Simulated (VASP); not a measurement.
Wanted: the native input for a VASP 6.6.1 run.

```yaml
Task: relaxation of cell and atoms
Functional: PBE
Dispersion: D3(BJ)
Potentials_or_basis: VASP PAW PBE potentials, release 64 (Si, Mg)
Cutoff: 600 eV
k_mesh: 8 × 8 × 8
Occupations: gaussian, width 0.02 eV
Spin: no spin polarisation
Further_INCAR_settings: ALGO = Fast; EDIFF = 1e-06; IBRION = 2; EDIFFG = -0.005; NSW = 60; ISIF = 3
```

The structure of Mg2Si lies in POSCAR:

```
Mg2Si
1.0
    0.0000000000      3.1650000000      3.1650000000
    3.1650000000      0.0000000000      3.1650000000
    3.1650000000      3.1650000000      0.0000000000
Si Mg
1 2
Direct
    0.0000000000      0.0000000000      0.0000000000
    0.2500000000      0.2500000000      0.2500000000
    0.7500000000      0.7500000000      0.7500000000
```

The cell was built by a generator and needn't be a form met in nature.

These files were run (other wordings do the same):

INCAR

```
PREC = Accurate ; ENCUT = 600
EDIFF = 1E-6 ; ISMEAR = 0
SIGMA = 0.02 ; LREAL = False
LASPH = True ; NELM = 120
ALGO = Fast ; ISIF = 3
LWAVE = False ; LCHARG = False
GGA = PE ; IVDW = 12
IBRION = 2 ; NSW = 60
EDIFFG = -0.005
```

KPOINTS

```
Automatic mesh
0
Gamma
  8 8 8
```

Potentials or basis: VASP PAW PBE potentials, release 64 (Si, Mg).

The run is started by

```console
$ cat potpaw_PBE.64/Si/POTCAR potpaw_PBE.64/Mg/POTCAR > POTCAR
$ mpirun -np 1 vasp_std > vasp.out
```

It gave:

```json
{"Relaxed volume": "20.53 Å³/atom", "Relaxed cell": "a = 4.433 Å, b = 4.433 Å, c = 4.433 Å, α = 60.00°, β = 60.00°, γ = 60.00°", "Space group after relaxing (to 0.05 Å)": "Fm-3m (No. 225)", "Energy gained by relaxing": "3.2 meV/atom", "Ionic steps": "3", "Pressure after relaxing": "0.0 GPa", "Band gap on the k mesh": "0.16 eV, indirect (least direct gap 2.11 eV)", "Dispersion energy per atom": "-0.308 eV"}
```

It took 33 s on 1 thread of Intel(R) Xeon(R) Platinum 8259CL CPU @ 2.50GHz (Skylake/Cascade Lake), with other jobs on the host, peak memory 0.23 GiB.
